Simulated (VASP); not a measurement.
**VASP 6.6.1 run: InP**

INCAR

```
NSW = 0
EDIFF = 1E-7
ISMEAR = -1
ALGO = Normal
ENCUT = 520
LCHARG = .FALSE.
LASPH = .TRUE.
SIGMA = 0.02
PREC = Medium
NBANDS = 16
IBRION = -1
ISIF = 2
GGA = PE
NELM = 120
LREAL = .FALSE.
LWAVE = .FALSE.
```

KPOINTS

```
KPOINTS created by Atomic Simulation Environment
0
Gamma
8 8 8
0 0 0
```

POSCAR

```
In P
 1.0000000000000000
     0.0000000000000000    2.9537876347999998    2.8947118821000002
     2.9537876347999998    0.0000000000000000    2.8947118821000002
     2.9537876347999998    2.9537876347999998    0.0000000000000000
 In  P
   1   1
Cartesian
  0.0000000000000000  0.0000000000000000  0.0000000000000000
  1.4768938173999999  1.4768938173999999  1.4473559410500001
```

The recommended PBE PAW datasets give the neutral cell 18 valence electrons.

Command

```
mpirun -np 1 vasp_std
```

Question: How does this run end, and what does it give?

Answer: It converged. Results: gap between bands v and c on the k mesh 0.63 eV; least direct gap on the k mesh 0.63 eV; pressure 3.0 GPa. Band v is the last that the valence electrons fill when counted band by band, and c is the next.

OSZICAR

```
N       E                     dE             d eps       ncg     rms          rms(c)
DAV:   1     0.113149143174E+03    0.11315E+03   -0.83790E+03  1896   0.125E+03
DAV:   2    -0.104697534788E+01   -0.11420E+03   -0.10872E+03  2040   0.300E+02
DAV:   3    -0.860172365830E+01   -0.75547E+01   -0.75156E+01  2512   0.755E+01
DAV:   4    -0.879483483165E+01   -0.19311E+00   -0.19305E+00  2384   0.130E+01
DAV:   5    -0.880352761155E+01   -0.86928E-02   -0.86926E-02  2856   0.235E+00    0.566E+00
DAV:   6    -0.841063388019E+01    0.39289E+00   -0.62061E-01  3080   0.129E+01    0.340E+00
DAV:   7    -0.838154156873E+01    0.29092E-01   -0.16119E-01  2744   0.318E+00    0.126E+00
DAV:   8    -0.838192619280E+01   -0.38462E-03   -0.15626E-02  2432   0.148E+00    0.323E-01
DAV:   9    -0.838253810742E+01   -0.61191E-03   -0.12895E-03  2448   0.386E-01    0.155E-01
DAV:  10    -0.838268911159E+01   -0.15100E-03   -0.24663E-04  2904   0.208E-01    0.102E-01
DAV:  11    -0.838276579560E+01   -0.76684E-04   -0.12344E-04  2328   0.974E-02    0.461E-02
DAV:  12    -0.838276507971E+01    0.71589E-06   -0.79182E-06  2232   0.267E-02    0.117E-02
DAV:  13    -0.838276546972E+01   -0.39001E-06   -0.15512E-06  2464   0.610E-03    0.925E-03
DAV:  14    -0.838276562033E+01   -0.15061E-06   -0.19847E-07  2464   0.450E-03    0.174E-03
DAV:  15    -0.838276564903E+01   -0.28701E-07   -0.12389E-08  1584   0.908E-04
   1 F= -.83827656E+01 E0= -.83827656E+01  d E =-.384885E-09
```

Standard output (part)

```
POSCAR found type information on POSCAR InP
 POSCAR found :  2 types and       2 ions
 LDA part: xc-table for (Slater+PW92), standard interpolation
 POSCAR, INCAR and KPOINTS ok, starting setup
 WAVECAR not read
 entering main loop
```

For comparison, a separate PBE run of the intended cell, on usual settings and not on those above, gives a gap of 0.63 eV on its mesh and a pressure of 3.0 GPa.
